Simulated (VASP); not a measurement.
# P in VASP: relaxation of cell and atoms with PBEsol

Aim: the relaxation of cell and atoms of P with PBEsol.

Everything below comes from runs of VASP 6.6.1. Logs are shortened: lines on timing, memory, paths and dates and some standing lists are left out, and cuts for length are marked.

### Step 1. The slab as given

The cell holds a slab with vacuum, 4 atoms: a = 3.284 Å, b = 34.857 Å, c = 4.632 Å, α = 90.00°, β = 90.00°, γ = 90.00°.

The slab is cut from a database's or a generator's crystal, which needn't be the stable form of the element.

### Step 2. Relaxation of cell and atoms, PBEsol

File INCAR:

```
SYSTEM = P
PREC     = Accurate       ! precision mode
ENCUT    = 600            ! plane-wave cutoff, eV
EDIFF    = 1E-7           ! SCF threshold, eV
ISMEAR   = 0              ! smearing method
SIGMA    = 0.02           ! smearing width, eV
LREAL    = .False.        ! projectors in reciprocal space
LASPH    = .True.         ! aspherical terms in the spheres
NELM     = 100            ! most SCF steps
ALGO     = Normal         ! electronic algorithm
ISIF     = 3              ! what is computed and relaxed
LWAVE    = .False.        ! write WAVECAR
LCHARG   = .False.        ! write CHGCAR
GGA      = PS             ! functional
IBRION   = 2              ! ionic algorithm
NSW      = 40             ! ionic steps
EDIFFG   = -0.01          ! ionic threshold
KPAR     = 2
```

File KPOINTS:

```
Automatic mesh
0
Gamma
  8 1 6
  0 0 0
```

File POSCAR:

```
P
1.0
    3.2837277200      0.0000000000      0.0000000000
    0.0000000000     34.8570309900      0.0000000000
    0.0000000000      0.0000000000      4.6320847100
P
4
Direct
    0.5000000000      0.9702614300      0.9078492800
    0.5000000000      0.0297385700      0.0921507200
    0.0000000000      0.0297385700      0.4078492800
    0.0000000000      0.9702614300      0.5921507200
```

Potentials or basis: VASP PAW PBE potentials, release 64 (P).

Command:

```bash
$ cat potpaw_PBE.64/P/POTCAR > POTCAR
$ mpirun -np 2 vasp_std > vasp.out
```

OUTCAR:

```text
SYSTEM = P
   PREC = Accurate
   ENCUT = 600
   EDIFF = 1E-7
   ISMEAR = 0
   LREAL = .False.
   LASPH = .True.
   NELM = 100
   ISIF = 3
   GGA = PS
   IBRION = 2
   NSW = 40
   EDIFFG = -0.01

 ion  position               nearest neighbor table
   1  0.500  0.970  0.908-   4 2.20   4 2.20   2 2.24
   2  0.500  0.030  0.092-   3 2.20   3 2.20   1 2.24
   3  0.000  0.030  0.408-   2 2.20   2 2.20   4 2.24
   4  0.000  0.970  0.592-   1 2.20   1 2.20   3 2.24

  LATTYP: Found a simple orthorhombic cell.
 ALAT       =     3.2837277200
 B/A-ratio  =     1.4106177811
 C/A-ratio  =    10.6150795566

  Lattice vectors:

 A1 = (  -3.2837277200,   0.0000000000,   0.0000000000)
 A2 = (   0.0000000000,   0.0000000000,   4.6320847100)
 A3 = (   0.0000000000,  34.8570309900,   0.0000000000)

Analysis of symmetry for initial positions (statically):
=====================================================================
 Subroutine PRICEL returns:
 Original cell was already a primitive cell.

 Routine SETGRP: Setting up the symmetry group for a
 simple orthorhombic supercell.

 Subroutine GETGRP returns: Found  8 space group operations
 (whereof  4 operations were pure point group operations)
 out of a pool of  8 trial point group operations.

The static configuration has the point symmetry C_2h.
 The point group associated with its full space group is D_2h.

Analysis of symmetry for dynamics (positions and initial velocities):
=====================================================================
 Subroutine PRICEL returns:
 Original cell was already a primitive cell.

 Routine SETGRP: Setting up the symmetry group for a
 simple orthorhombic supercell.

 Subroutine GETGRP returns: Found  8 space group operations
 (whereof  4 operations were pure point group operations)
 out of a pool of  8 trial point group operations.

The dynamic configuration has the point symmetry C_2h.
 The point group associated with its full space group is D_2h.

 Subroutine INISYM returns: Found  8 space group operations
 (whereof  4 operations are pure point group operations),
 and found     1 'primitive' translations

----------------------------------------------------------------------------------------

                                     Primitive cell

  volume of cell :     530.1930

  direct lattice vectors                    reciprocal lattice vectors
     3.283727720  0.000000000  0.000000000     0.304531948  0.000000000  0.000000000
     0.000000000 34.857030990  0.000000000     0.000000000  0.028688617  0.000000000
     0.000000000  0.000000000  4.632084710     0.000000000  0.000000000  0.215885516

  length of vectors
     3.283727720 34.857030990  4.632084710     0.304531948  0.028688617  0.215885516

  position of ions in fractional coordinates (direct lattice)
     0.500000000  0.970261430  0.907849280
     0.500000000  0.029738570  0.092150720
     0.000000000  0.029738570  0.407849280
     0.000000000  0.970261430  0.592150720

  ion indices of the primitive-cell ions
   primitive index   ion index
                 1           1
                 2           2
                 3           3
                 4           4

----------------------------------------------------------------------------------------

 KPOINTS: Automatic mesh

Automatic generation of k-mesh.
 Grid dimensions read from file:
 generate k-points for:    8    1    6

 Generating k-lattice:

  Cartesian coordinates                     Fractional coordinates (reciprocal lattice)
     0.038066494  0.000000000  0.000000000     0.125000000  0.000000000  0.000000000
     0.000000000  0.028688617  0.000000000     0.000000000  1.000000000  0.000000000
     0.000000000  0.000000000  0.035980919     0.000000000  0.000000000  0.166666667

  Length of vectors
     0.038066494  0.028688617  0.035980919

  Shift w.r.t. Gamma in fractional coordinates (k-lattice)
     0.000000000  0.000000000  0.000000000

 Subroutine IBZKPT returns following result:
 ===========================================

 Found     20 irreducible k-points:

 Following reciprocal coordinates:
            Coordinates               Weight
  0.000000  0.000000  0.000000      1.000000
  0.125000  0.000000  0.000000      2.000000
  0.250000  0.000000  0.000000      2.000000
  0.375000  0.000000  0.000000      2.000000
  0.500000  0.000000  0.000000      1.000000
  0.000000  0.000000  0.166667      2.000000
[... 12 lines left out ...]
  0.375000  0.000000  0.500000      2.000000
  0.500000  0.000000  0.500000      1.000000
   k-points           NKPTS =     20   k-points in BZ     NKDIM =     20   number of bands    NBANDS=     14
   number of dos      NEDOS =    301   number of ions     NIONS =      4
   total plane-waves  NPLWV = 313600
   dimension x,y,z NGX =    28 NGY =  280 NGZ =   40
   dimension x,y,z NGXF=    56 NGYF=  560 NGZF=   80
   ions per type =               4
   NGX,Y,Z   is equivalent  to a cutoff of  14.18, 13.35, 14.36 a.u.
   NGXF,Y,Z  is equivalent  to a cutoff of  28.35, 26.71, 28.71 a.u.
 SYSTEM =  P
   PREC   = accura    normal or accurate (medium, high low for compatibility)
   ISTART =      0    job   : 0-new  1-cont  2-samecut
   ICHARG =      2    charge: 1-file 2-atom 10-const
   ISPIN  =      1    spin polarized calculation?
   LNONCOLLINEAR =      F non collinear calculations
   LSORBIT =      F    spin-orbit coupling
   LASPH  =      T    aspherical Exc in radial PAW
   ENCUT  =  600.0 eV  44.10 Ry    6.64 a.u.   6.56 69.62  9.25*2*pi/ulx,y,z
   NELM   =    100;   NELMIN=  2; NELMDL= -5     # of ELM steps
   EDIFF  = 0.1E-06   stopping-criterion for ELM
   LREAL  =      F    real-space projection
   EDIFFG = -.1E-01   stopping-criterion for IOM
   NSW    =     40    number of steps for IOM
   IBRION =      2    ionic relax: 0-MD 1-quasi-New 2-CG
   NFREE  =      1    steps in history (QN), initial steepest desc. (CG)
   ISIF   =      3    stress and relaxation
   ISYM   =      2    0-nonsym 1-usesym 2-fastsym
   POTIM  = 0.5000    time-step for ionic-motion
   TEBEG  =    0.0;   TEEND  =   0.0 temperature during run
   PSTRESS=    0.0 pullay stress
   NELECT =      20.0000    total number of electrons
   NUPDOWN=      -1.0000    fix difference up-down
   EMIN   =  10.00;   EMAX   =-10.00  energy-range for DOS
   EFERMI =   0.00;   METHOD = LEGACY
   ISMEAR =     0;   SIGMA  =   0.02  broadening in eV -4-tet -1-fermi 0-gaus
   EFERMI_NEDOS =   21; number of points for ismear=-14 and -15
   IALGO  =     38    algorithm
   IMIX   =      4    mixing-type and parameters
     AMIX     =   0.40;   BMIX     =  1.00
     AMIX_MAG =   1.60;   BMIX_MAG =  1.00
  volume/ion in A,a.u.               =     132.55       894.48
  Fermi-wavevector in a.u.,A,eV,Ry     =   0.549044  1.037542  4.101461  0.301449
  Thomas-Fermi vector in A             =   1.580001
   LORBIT       =      0    0 simple, 1 ext, 2 COOP (PROOUT), +10 PAW based schemes
   GGA     = PS    functional components
   LHFCALC =     F    Hartree Fock is set to
   AEXX    =    0.0000 exact exchange contribution
   IVDW    =     0    specifies the selected vdW correction
   LEPSILON=     F    determine dielectric tensor
   LRPA    =     F    only Hartree local field effects (RPA)
 conjugate gradient relaxation of ions
 non-spin polarized calculation
 Gauss-broadening in eV      SIGMA  =   0.02
  energy-cutoff  :      600.00
  volume of cell :      530.19
 maximum number of plane-waves:     17775
 NGX is ok and might be reduce to    28
   NGX = 13   NGY =139   NGZ = 19

--------------------------------------- Ionic step        1  -------------------------------------------

 number of electron      19.9999999 magnetization

 Free energy of the ion-electron system (eV)
  ---------------------------------------------------
  ext. energy  EPLUGINS =         0.00000000
  ---------------------------------------------------
  free energy    TOTEN  =       -22.81532686 eV

  energy without entropy =      -22.81532686  energy(sigma->0) =      -22.81532686

------------------------ aborting loop because EDIFF is reached ----------------------------------------

  FORCE on cell =-STRESS in cart. coord.  units (eV):
  Direction    XX          YY          ZZ          XY          YZ          ZX
  --------------------------------------------------------------------------------------
  -------------------------------------------------------------------------------------
  Total       -0.4630279      0.1771527     -0.1325687      0.0000000      0.0000000      0.0000000
  in kB       -1.3992127      0.5353334     -0.4006060      0.0000000      0.0000000      0.0000000
  external PRESSURE =      -0.4214951 kB  Pullay stress =       0.0000000 kB
[... 95 lines left out ...]
  FREE ENERGIE OF THE ION-ELECTRON SYSTEM (eV)
  ---------------------------------------------------
  free  energy   TOTEN  =       -22.8261475965 eV

  energy  without entropy=      -22.8261475965  energy(sigma->0) =      -22.82614760

[... ionic steps 4 to 7 ...]

--------------------------------------- Ionic step        8  -------------------------------------------

 number of electron      19.9999998 magnetization

------------------------ aborting loop because EDIFF is reached ----------------------------------------

  FORCE on cell =-STRESS in cart. coord.  units (eV):
  Direction    XX          YY          ZZ          XY          YZ          ZX
  --------------------------------------------------------------------------------------
  -------------------------------------------------------------------------------------
  Total       -0.0383453     -0.1011770     -0.0282666      0.0000000     -0.0000000      0.0000000
  in kB       -0.1196614     -0.3157356     -0.0882094      0.0000000     -0.0000000      0.0000000
  external PRESSURE =      -0.1745355 kB  Pullay stress =       0.0000000 kB
[... 61 lines left out ...]
  energy  without entropy=      -22.8412670135  energy(sigma->0) =      -22.84126701

--------------------------------------- Ionic step       10  -------------------------------------------

 number of electron      19.9999998 magnetization

 Free energy of the ion-electron system (eV)
  ---------------------------------------------------
  ext. energy  EPLUGINS =         0.00000000
  ---------------------------------------------------
  free energy    TOTEN  =       -22.84133090 eV

  energy without entropy =      -22.84133090  energy(sigma->0) =      -22.84133090

 E-fermi :  -3.2069     XC(G=0):  -1.7812

 val. band max:       -3.3140215527   @ k =   0.0000   0.0000   0.0000
 cond. band min:      -2.5803002893   @ k =   0.0000   0.0000   0.0000
 fundamental gap:      0.7337212634
 Fermi energy:        -3.2068822643

 k-point     1 :       0.0000    0.0000    0.0000
  band No.  band energies     occupation
      1     -18.5516      2.00000
      2     -15.8894      2.00000
      3     -12.3829      2.00000
      4      -9.1713      2.00000
      5      -8.1168      2.00000
      6      -7.8253      2.00000
      7      -6.7862      2.00000
      8      -5.2134      2.00000
      9      -5.0505      2.00000
     10      -3.3140      2.00000
     11      -2.5803      0.00000
     12      -1.8083      0.00000
     13      -0.5859      0.00000
     14       0.1445      0.00000
[... 352 lines left out ...]
  FREE ENERGIE OF THE ION-ELECTRON SYSTEM (eV)
  ---------------------------------------------------
  free  energy   TOTEN  =       -22.8413308982 eV

  energy  without entropy=      -22.8413308982  energy(sigma->0) =      -22.84133090

 reached required accuracy - stopping structural energy minimisation
```

Run time: 13 min. Hardware: 2 MPI ranks of Intel Xeon 6975P-C (Granite Rapids), shared host; peak memory 0.76 GiB.

What came out:

```
Free energy                            : -22.8413 eV
Relaxed volume                         : 128.19 Å³/atom
Relaxed cell                           : a = 3.284 Å, b = 35.168 Å, c = 4.439 Å, α = 90.00°, β = 90.00°, γ = 90.00°
Space group after relaxing (to 0.05 Å) : Pmna (No. 53)
Energy gained by relaxing              : 6.5 meV/atom
Ionic steps                            : 10
Largest force after relaxing           : 0.009 eV/Å
Band gap on the k mesh                 : 0.73 eV, direct
```

Forces in eV/Å, atoms in the order of the input:
```
P    0.000 -0.009 -0.001
P    0.000  0.009  0.001
P    0.000  0.009 -0.001
P    0.000 -0.009  0.001
```

Step by step:
| step | energy change (eV) | largest force (eV/Å) | pressure (GPa) | volume (Å³) |
| --- | --- | --- | --- | --- |
| 1 | 0.0000 | 0.2544 | -0.04 | 530.19 |
| 2 | -0.0100 | 0.0570 | -0.06 | 527.51 |
| 3 | -0.0108 | 0.0446 | -0.06 | 526.49 |
| 4 | -0.0166 | 0.0589 | 0.02 | 520.67 |
| 5 | -0.0173 | 0.1012 | 0.06 | 518.19 |
| 6 | -0.0217 | 0.0716 | 0.04 | 516.85 |
| 7 | -0.0258 | 0.0242 | -0.03 | 512.76 |
| 8 | -0.0259 | 0.0229 | -0.02 | 513.42 |
| 9 | -0.0259 | 0.0232 | -0.02 | 513.51 |
| 10 | -0.0260 | 0.0093 | 0.00 | 512.77 |

Final structure:
```
P
1.0
     3.28427    0.00000    0.00000
     0.00000   35.16801    0.00000
     0.00000    0.00000    4.43948
P
4
Direct
  0.50000 0.97000 0.91712
  0.50000 0.03000 0.08288
  0.00000 0.03000 0.41712
  0.00000 0.97000 0.58288
```

Levels at points of the mesh, in eV from the valence-band top:
| k point | band 7 | band 8 | band 9 | band 10 | band 11 | band 12 | band 13 | band 14 |
| --- | --- | --- | --- | --- | --- | --- | --- | --- |
| (0.00, 0.00, 0.00) | -3.47 | -1.90 | -1.74 | 0.00 | 0.73 | 1.51 | 2.73 | 3.46 |
| (0.50, 0.00, 0.00) | -2.77 | -2.77 | -2.07 | -2.07 | 1.23 | 1.23 | 1.90 | 1.90 |
| (0.00, 0.00, 0.50) | -2.56 | -2.56 | -1.07 | -1.07 | 2.10 | 2.10 | 3.52 | 3.62 |
| (0.50, 0.00, 0.50) | -4.92 | -4.92 | -1.30 | -1.30 | 2.39 | 2.39 | 4.22 | 4.22 |

Caveat: the PAW data sets were made with another functional, which shifts forces and pressure a little.
